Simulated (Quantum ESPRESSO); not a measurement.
**LiF (Griceite) under changes of volume**

One of the cells (8.169 Å³/atom); the others are scaled copies at fixed shape and fractional positions:

```xyz
2
Lattice="0.0000 2.0140 2.0140 2.0140 0.0000 2.0140 2.0140 2.0140 0.0000" Properties=species:S:1:pos:R:3 pbc="T T T"
F     2.0140    2.0140    2.0140
Li    0.0000    0.0000    0.0000
```

| Item | Value |
| --- | --- |
| Program | Quantum ESPRESSO 7.5 |
| Functional | r2SCAN |
| Potentials or basis | SG15 PBE 1.2 |
| Cutoff | 1197 eV |
| Density cutoff | 4789 eV |
| k mesh | 8 × 8 × 8 |
| Occupations | fermi-dirac, width 0.05 eV |
| Spin | no spin polarisation |

```csv
volume (Å³/atom),energy over the lowest point (meV/atom),pressure (GPa),gap on the mesh (eV)
7.679,2.49,2.9,10.70
7.842,0.37,1.1,10.49
8.006,0.00,-0.5,10.29
8.169,1.21,-2.0,10.10
8.333,3.83,-3.3,9.92
8.496,7.72,-4.5,9.75
8.659,?,?,?
```

What does the run at 8.659 Å³/atom give?

Energy over the lowest point 12.75 meV/atom; pressure -5.5 GPa; gap on the mesh 9.58 eV.

Worked out: A Birch-Murnaghan fit of order 3 (a polynomial in V^(-2/3)) to the other rows has its minimum at 7.96 Å³/atom with B0 = V·E''(V) = 77 GPa and B' = 4.2. It gives 12.74 meV/atom at 8.659 Å³/atom, against the run's 12.75, and -dE/dV = -5.5 GPa, against -5.5. A straight line through the other rows of the gap, of slope -9.4 eV per unit of ln V (its deformation potential), extrapolates to 9.56 eV, against the run's 9.58.

Energies are extrapolated to zero smearing.

Caveats: the potentials were made for another functional, which shifts forces and pressure.

A mesh can miss the band edges.
